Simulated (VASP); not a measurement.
# SnSe2 (P-3m1) in VASP: a series of runs, part 2 of 2

VASP 6.6.1. Earlier steps stand in the parts before.

## (4) Relaxation of cell and atoms, AM05

INCAR

```
SYSTEM = SnSe2
ALGO = Fast ; EDIFF = 1E-7
EDIFFG = -0.01 ; ENCUT = 600
GGA = AM ; IBRION = 2
ISIF = 3 ; ISMEAR = -1
LASPH = .True. ; LCHARG = .False.
LREAL = .False. ; LWAVE = .False.
NELM = 60 ; NSW = 40
PREC = Accurate ; SIGMA = 0.05
```

KPOINTS

```
k-points
0
Gamma
  8 8 5
  0 0 0
```

POSCAR

```
SnSe2
1.0
    3.8110000000      0.0000000000      0.0000000000
   -1.9055000000      3.3004228138      0.0000000000
    0.0000000000      0.0000000000      6.1360000000
Sn Se
1 2
Direct
    0.0000000000      0.0000000000      0.0000000000
    0.6666666667      0.3333333333      0.7510000000
    0.3333333333      0.6666666667      0.2490000000
```

Potentials or basis: VASP PAW PBE potentials, release 64 (Sn_d, Se).

Command:

```console
cat potpaw_PBE.64/Sn_d/POTCAR potpaw_PBE.64/Se/POTCAR > POTCAR
mpirun -np 1 vasp_std > vasp.out
```

OUTCAR:

```text
SYSTEM = SnSe2
   EDIFF = 1E-7
   EDIFFG = -0.01
   ENCUT = 600
   GGA = AM
   IBRION = 2
   ISIF = 3
   ISMEAR = -1
   LASPH = .True.
   LREAL = .False.
   NELM = 60
   NSW = 40
   PREC = Accurate

 ion  position               nearest neighbor table
   1  0.000  0.000  0.000-   2 2.68   3 2.68   3 2.68   2 2.68   2 2.68   3 2.68
   2  0.667  0.333  0.751-   1 2.68   1 2.68   1 2.68
   3  0.333  0.667  0.249-   1 2.68   1 2.68   1 2.68

  LATTYP: Found a hexagonal cell.
 ALAT       =     3.8110000000
 C/A-ratio  =     1.6100760955

  Lattice vectors:

 A1 = (   3.8110000000,   0.0000000000,   0.0000000000)
 A2 = (  -1.9055000000,   3.3004228138,   0.0000000000)
 A3 = (   0.0000000000,   0.0000000000,   6.1360000000)

Analysis of symmetry for initial positions (statically):
=====================================================================
 Subroutine PRICEL returns:
 Original cell was already a primitive cell.

 Routine SETGRP: Setting up the symmetry group for a
 hexagonal supercell.

 Subroutine GETGRP returns: Found 12 space group operations
 (whereof 12 operations were pure point group operations)
 out of a pool of 24 trial point group operations.

The static configuration has the point symmetry D_3d.

Analysis of symmetry for dynamics (positions and initial velocities):
=====================================================================
 Subroutine PRICEL returns:
 Original cell was already a primitive cell.

 Routine SETGRP: Setting up the symmetry group for a
 hexagonal supercell.

 Subroutine GETGRP returns: Found 12 space group operations
 (whereof 12 operations were pure point group operations)
 out of a pool of 24 trial point group operations.

The dynamic configuration has the point symmetry D_3d.

 Subroutine INISYM returns: Found 12 space group operations
 (whereof 12 operations are pure point group operations),
 and found     1 'primitive' translations

----------------------------------------------------------------------------------------

                                     Primitive cell

  volume of cell :      77.1781

  direct lattice vectors                    reciprocal lattice vectors
     3.811000000  0.000000000  0.000000000     0.262398321  0.151495741  0.000000000
    -1.905500000  3.300422814  0.000000000     0.000000000  0.302991482  0.000000000
     0.000000000  0.000000000  6.136000000     0.000000000  0.000000000  0.162972621

  length of vectors
     3.811000000  3.811000000  6.136000000     0.302991482  0.302991482  0.162972621

  position of ions in fractional coordinates (direct lattice)
     0.000000000  0.000000000  0.000000000
     0.666666667  0.333333333  0.751000000
     0.333333333  0.666666667  0.249000000

  ion indices of the primitive-cell ions
   primitive index   ion index
                 1           1
                 2           2
                 3           3

----------------------------------------------------------------------------------------

 KPOINTS: k-points

Automatic generation of k-mesh.
 Grid dimensions read from file:
 generate k-points for:    8    8    5

 Generating k-lattice:

  Cartesian coordinates                     Fractional coordinates (reciprocal lattice)
     0.032799790  0.018936968  0.000000000     0.125000000  0.000000000  0.000000000
     0.000000000  0.037873935  0.000000000     0.000000000  0.125000000  0.000000000
     0.000000000  0.000000000  0.032594524     0.000000000  0.000000000  0.200000000

  Length of vectors
     0.037873935  0.037873935  0.032594524

  Shift w.r.t. Gamma in fractional coordinates (k-lattice)
     0.000000000  0.000000000  0.000000000

 Subroutine IBZKPT returns following result:
 ===========================================

 Found     40 irreducible k-points:

 Following reciprocal coordinates:
            Coordinates               Weight
  0.000000  0.000000  0.000000      1.000000
  0.125000  0.000000  0.000000      6.000000
  0.250000  0.000000  0.000000      6.000000
  0.375000  0.000000  0.000000      6.000000
  0.500000  0.000000  0.000000      3.000000
  0.125000  0.125000  0.000000      6.000000
[... 16 lines left out ...]
 -0.125000  0.500000  0.200000     12.000000
  0.250000  0.250000  0.200000     12.000000
 [... further k-points ...]
   k-points           NKPTS =     40   k-points in BZ     NKDIM =     40   number of bands    NBANDS=     17
   number of dos      NEDOS =    301   number of ions     NIONS =      3
   total plane-waves  NPLWV =  45000
   dimension x,y,z NGX =    30 NGY =   30 NGZ =   50
   dimension x,y,z NGXF=    60 NGYF=   60 NGZF=  100
   ions per type =               1   2
   NGX,Y,Z   is equivalent  to a cutoff of  13.09, 13.09, 13.55 a.u.
   NGXF,Y,Z  is equivalent  to a cutoff of  26.17, 26.17, 27.09 a.u.
 SYSTEM =  SnSe2
   PREC   = accura    normal or accurate (medium, high low for compatibility)
   ISTART =      0    job   : 0-new  1-cont  2-samecut
   ICHARG =      2    charge: 1-file 2-atom 10-const
   ISPIN  =      1    spin polarized calculation?
   LNONCOLLINEAR =      F non collinear calculations
   LSORBIT =      F    spin-orbit coupling
   LASPH  =      T    aspherical Exc in radial PAW
   ENCUT  =  600.0 eV  44.10 Ry    6.64 a.u.   7.61  7.61 12.26*2*pi/ulx,y,z
   NELM   =     60;   NELMIN=  2; NELMDL= -5     # of ELM steps
   EDIFF  = 0.1E-06   stopping-criterion for ELM
   LREAL  =      F    real-space projection
   EDIFFG = -.1E-01   stopping-criterion for IOM
   NSW    =     40    number of steps for IOM
   IBRION =      2    ionic relax: 0-MD 1-quasi-New 2-CG
   NFREE  =      1    steps in history (QN), initial steepest desc. (CG)
   ISIF   =      3    stress and relaxation
   ISYM   =      2    0-nonsym 1-usesym 2-fastsym
   POTIM  = 0.5000    time-step for ionic-motion
   TEBEG  =    0.0;   TEEND  =   0.0 temperature during run
   PSTRESS=    0.0 pullay stress
   NELECT =      26.0000    total number of electrons
   NUPDOWN=      -1.0000    fix difference up-down
   EMIN   =  10.00;   EMAX   =-10.00  energy-range for DOS
   EFERMI =   0.00;   METHOD = LEGACY
   ISMEAR =    -1;   SIGMA  =   0.05  broadening in eV -4-tet -1-fermi 0-gaus
   EFERMI_NEDOS =   21; number of points for ismear=-14 and -15
   IALGO  =     68    algorithm
   IMIX   =      4    mixing-type and parameters
     AMIX     =   0.40;   BMIX     =  1.00
     AMIX_MAG =   1.60;   BMIX_MAG =  1.00
  volume/ion in A,a.u.               =      25.73       173.61
  Fermi-wavevector in a.u.,A,eV,Ry     =   1.139116  2.152617 17.654722  1.297585
  Thomas-Fermi vector in A             =   2.275820
   LORBIT       =      0    0 simple, 1 ext, 2 COOP (PROOUT), +10 PAW based schemes
   GGA     = AM    functional components
   LHFCALC =     F    Hartree Fock is set to
   AEXX    =    0.0000 exact exchange contribution
   IVDW    =     0    specifies the selected vdW correction
   LEPSILON=     F    determine dielectric tensor
   LRPA    =     F    only Hartree local field effects (RPA)
 conjugate gradient relaxation of ions
 non-spin polarized calculation
 RMM-DIIS sequential band-by-band and
  energy-cutoff  :      600.00
  volume of cell :       77.18
 maximum number of plane-waves:      2605
   NGX = 15   NGY = 15   NGZ = 25

--------------------------------------- Ionic step        1  -------------------------------------------

 number of electron      25.9999991 magnetization

 Free energy of the ion-electron system (eV)
  ---------------------------------------------------
  ext. energy  EPLUGINS =         0.00000000
  ---------------------------------------------------
  free energy    TOTEN  =       -12.18230218 eV

  energy without entropy =      -12.18227478  energy(sigma->0) =      -12.18228848

 E-fermi :   4.5161     XC(G=0):  -9.5059

 val. band max:        4.1131710013   @ k =   0.1250   0.0000   0.0000
 cond. band min:       4.8874120631   @ k =   0.5000   0.0000   0.4000
 fundamental gap:      0.7742410617
 Fermi energy:         4.5160772203

 k-point     1 :       0.0000    0.0000    0.0000
  band No.  band energies     occupation
      1     -17.0773      2.00000
      2     -17.0773      2.00000
      3     -17.0430      2.00000
      4     -17.0259      2.00000
      5     -17.0259      2.00000
      6      -9.9025      2.00000
[... 575 lines left out ...]
  FREE ENERGIE OF THE ION-ELECTRON SYSTEM (eV)
  ---------------------------------------------------
  free  energy   TOTEN  =       -12.2179793506 eV

  energy  without entropy=      -12.2179189110  energy(sigma->0) =      -12.21794913

[... ionic steps 4 to 21 ...]

--------------------------------------- Ionic step       22  -------------------------------------------

 number of electron      25.9999988 magnetization

------------------------ aborting loop because EDIFF is reached ----------------------------------------
[... 69 lines left out ...]
--------------------------------------- Ionic step       24  -------------------------------------------

 number of electron      25.9999988 magnetization

 Free energy of the ion-electron system (eV)
  ---------------------------------------------------
  ext. energy  EPLUGINS =         0.00000000
  ---------------------------------------------------
  free energy    TOTEN  =       -12.23895711 eV

  energy without entropy =      -12.23890891  energy(sigma->0) =      -12.23893301

 E-fermi :   1.7431     XC(G=0):  -7.5191

 val. band max:        1.3274194885   @ k =   0.1250   0.0000   0.2000
 cond. band min:       2.1040383412   @ k =   0.5000   0.0000   0.4000
 fundamental gap:      0.7766188527
 Fermi energy:         1.7431329409

 k-point     1 :       0.0000    0.0000    0.0000
  band No.  band energies     occupation
      1     -19.7546      2.00000
      2     -19.7546      2.00000
      3     -19.7187      2.00000
      4     -19.7062      2.00000
      5     -19.7062      2.00000
      6     -12.2858      2.00000
[... 501 lines left out ...]
  FREE ENERGIE OF THE ION-ELECTRON SYSTEM (eV)
  ---------------------------------------------------
  free  energy   TOTEN  =       -12.2389571141 eV

  energy  without entropy=      -12.2389089067  energy(sigma->0) =      -12.23893301

 reached required accuracy - stopping structural energy minimisation
```

OSZICAR:

```text
N       E                     dE             d eps       ncg     rms          rms(c)
DAV:   1     0.205630381339E+03    0.20563E+03   -0.13536E+04  1360   0.192E+03
DAV:   2     0.105692321087E+02   -0.19506E+03   -0.19184E+03  1433   0.416E+02
DAV:   3    -0.116975158484E+02   -0.22267E+02   -0.21359E+02  1751   0.125E+02
[... 285 lines left out ...]
RMM:   2    -0.122389764981E+02    0.60184E-04   -0.12739E-04  1509   0.146E-01    0.239E-02
RMM:   3    -0.122389570582E+02    0.19440E-04   -0.69586E-05  1415   0.949E-02    0.375E-03
RMM:   4    -0.122389571427E+02   -0.84497E-07   -0.88335E-06  1680   0.255E-02    0.349E-03
RMM:   5    -0.122389570857E+02    0.57018E-07   -0.16754E-06  1607   0.129E-02    0.105E-03
RMM:   6    -0.122389571141E+02   -0.28400E-07   -0.56326E-07  1246   0.720E-03
  24 F= -.12238957E+02 E0= -.12238933E+02  d E =-.369135E-04
```

CONTCAR:

```text
SnSe2
   1.00000000000000
     3.8138680260116984   -0.0000000000000001    0.0000000000000000
    -1.9069340130058492    3.3029065971848839   -0.0000000000000006
    -0.0000000000000008    0.0000000000000022    8.4064313448085262
  Sn              Se
     1     2
Direct
     0.0000000000000000    0.0000000000000000    0.0000000000000000
     0.6666666667000030    0.3333333332999970    0.8119196733668388
     0.3333333332999970    0.6666666667000030    0.1880803266331614

  0.00000000E+00  0.00000000E+00  0.00000000E+00
  0.00000000E+00  0.00000000E+00  0.00000000E+00
  0.00000000E+00  0.00000000E+00  0.00000000E+00
```

Run time: 13 min. Hardware: 1 thread of Intel Xeon Platinum 8488C (Sapphire Rapids), shared host; peak memory 0.25 GiB.

What came out:

* Free energy: -12.2390 eV
* Relaxed volume: 35.30 Å³/atom
* Relaxed cell: a = 3.814 Å, b = 3.814 Å, c = 8.406 Å, α = 90.00°, β = 90.00°, γ = 120.00°
* Space group after relaxing (to 0.05 Å): P-3m1 (No. 164)
* Energy gained by relaxing: 18.9 meV/atom
* Ionic steps: 24
* Pressure after relaxing: 0.0 GPa
* Largest force after relaxing: 0.010 eV/Å
* Band gap on the k mesh: 0.78 eV, indirect (least direct gap 1.13 eV)

Forces in eV/Å, atoms in the order of the input:
```
Sn   0.000  0.000  0.000
Se   0.000  0.000 -0.010
Se   0.000  0.000  0.010
```

Step by step:
```
step  energy change (eV)  largest force (eV/Å)  pressure (GPa)  volume (Å³)
   1              0.0000                0.5244            2.91        77.18
   2             -0.0144                0.3801           -2.25        82.51
   3             -0.0357                0.0082           -0.19        80.11
   4             -0.0357                0.0017           -0.13        80.05
   5             -0.0382                0.0352           -0.01        79.90
   6             -0.0392                0.0756            0.12        79.72
   7             -0.0399                0.0760            0.09        79.93
   8             -0.0420                0.0774            0.02        80.55
   9             -0.0452                0.0778           -0.09        81.78
  10             -0.0492                0.0695           -0.17        84.24
  11             -0.0531                0.0095           -0.04        89.17
  12             -0.0463                0.3206            0.96        99.02
  13             -0.0467                0.3149            0.94        99.16
  14             -0.0478                0.2979            0.86        99.58
  15             -0.0497                0.2648            0.73       100.43
  16             -0.0526                0.2022            0.46       102.13
  17             -0.0552                0.0913            0.03       105.54
  18             -0.0552                0.0536           -0.13       106.77
  19             -0.0552                0.0594           -0.10       106.59
  20             -0.0555                0.0562           -0.09       106.53
  21             -0.0560                0.0474           -0.04       106.34
  22             -0.0566                0.0292            0.04       105.96
  23             -0.0566                0.0228            0.06       105.82
  24             -0.0567                0.0099            0.02       105.89
```

Final structure:
```xyz
3
Lattice="3.8139 0.0000 0.0000 -1.9069 3.3029 0.0000 0.0000 0.0000 8.4064" Properties=species:S:1:pos:R:3 pbc="T T T"
Sn    0.0000    0.0000    0.0000
Se    1.9069    1.1010    6.8253
Se    0.0000    2.2019    1.5811
```

Levels at points of the mesh, in eV from the valence-band top:
```tsv
k point	band 10	band 11	band 12	band 13	band 14	band 15	band 16	band 17
(0.00, 0.00, 0.00)	-0.49	-0.49	-0.09	-0.09	1.52	3.08	4.61	4.61
(0.50, 0.00, 0.00)	-2.37	-2.28	-0.74	-0.34	0.81	4.03	5.63	5.79
```

Caveat: the volume moved by over 15 % at a fixed basis, so the end points are rough; the PAW data sets were made with another functional, which shifts forces and pressure a little; spin-orbit coupling is left out, which moves the levels of the heavy elements; an odd mesh through Γ misses points on the zone boundary, where band edges often lie; this functional lacks dispersion, which binds the layers, so the pressure and a relaxed spacing across them are unreliable, and here the layers came unbound; the volume moved by +37 % from the deposited cell, more than functionals usually miss. Zero-point motion and thermal expansion aren't in these numbers.

## (5) Single point, PBE

INCAR

```
PREC = Accurate ; ENCUT = 520
EDIFF = 1E-6 ; ISMEAR = 0
SIGMA = 0.013000000000000001 ; LREAL = False
LASPH = True ; NELM = 60
ALGO = Fast ; ISIF = 2
LWAVE = False ; LCHARG = False
GGA = PE
```

KPOINTS

```
regular mesh
0
Gamma
  8 8 5
```

POSCAR is that of step 4.

Command:

```console
cat potpaw_PBE.64/Sn_d/POTCAR potpaw_PBE.64/Se/POTCAR > POTCAR
mpirun -np 1 vasp_std > vasp.out
```

Run time: 22 s. Hardware: 1 thread of Intel Xeon 6975P-C (Granite Rapids), shared host; peak memory 0.22 GiB.

It converged, with:

- Free energy: -11.7464 eV
- Pressure: 5.6 GPa
- Largest force: 0.804 eV/Å
- Band gap on the k mesh: 0.81 eV, indirect (least direct gap 1.09 eV)

Forces on the atoms (eV/Å):
```
Sn   0.000  0.000  0.000
Se   0.000  0.000 -0.804
Se   0.000  0.000  0.804
```

Stress tensor (GPa, compression positive):
```
5.12 0.00 0.00
0.00 5.12 0.00
0.00 0.00 6.62
```

Levels at points of the mesh, in eV from the valence-band top:
| k point | band 10 | band 11 | band 12 | band 13 | band 14 | band 15 | band 16 | band 17 |
| --- | --- | --- | --- | --- | --- | --- | --- | --- |
| (0.00, 0.00, 0.00) | -0.70 | -0.40 | -0.40 | -0.01 | 1.09 | 2.94 | 4.64 | 4.64 |
| (0.50, 0.00, 0.00) | -2.91 | -2.69 | -1.20 | -0.31 | 1.15 | 3.79 | 5.45 | 5.49 |

Caveat: spin-orbit coupling is left out, which moves the levels of the heavy elements; an odd mesh through Γ misses points on the zone boundary, where band edges often lie; this functional lacks dispersion, which binds the layers, so the pressure and a relaxed spacing across them are unreliable.

## (6) The runs side by side

| task | level | cell | cutoff (eV) | smearing | gap on the mesh (eV) | pressure (GPa) | relaxed volume (Å³/atom) | largest force (eV/Å) |
| --- | --- | --- | --- | --- | --- | --- | --- | --- |
| single point | PBE | as given | 520 | gaussian 0.011 eV | 0.81 | 5.6 | - | 0.80 |
| relaxation of cell and atoms | PW91 | relaxed | 600 | fermi-dirac 0.05 eV | 0.66 | 0.1 | 29.44 | 0.01 |
| relaxation of cell and atoms | AM05 | relaxed | 600 | fermi-dirac 0.05 eV | 0.78 | 0.0 | 35.30 | 0.01 |
| single point | PBE | as given | 520 | gaussian 0.013 eV | 0.81 | 5.6 | - | 0.80 |

Alike in all rows: potentials or basis VASP PAW PBE potentials, release 64 (Sn_d, Se); no spin polarisation; k mesh 8 × 8 × 5.

Caveats: spin-orbit coupling is left out, which moves the levels of the heavy elements; an odd mesh through Γ misses points on the zone boundary, where band edges often lie; this functional lacks dispersion, which binds the layers, so the pressure and a relaxed spacing across them are unreliable (some runs); the PAW data sets were made with another functional, which shifts forces and pressure a little (some runs); the volume moved by +14 % from the deposited cell, more than functionals usually miss (some runs); the volume moved by over 15 % at a fixed basis, so the end points are rough (some runs); this functional lacks dispersion, which binds the layers, so the pressure and a relaxed spacing across them are unreliable, and here the layers came unbound (some runs).

Absolute energies hang on the potentials; compare differences alone.
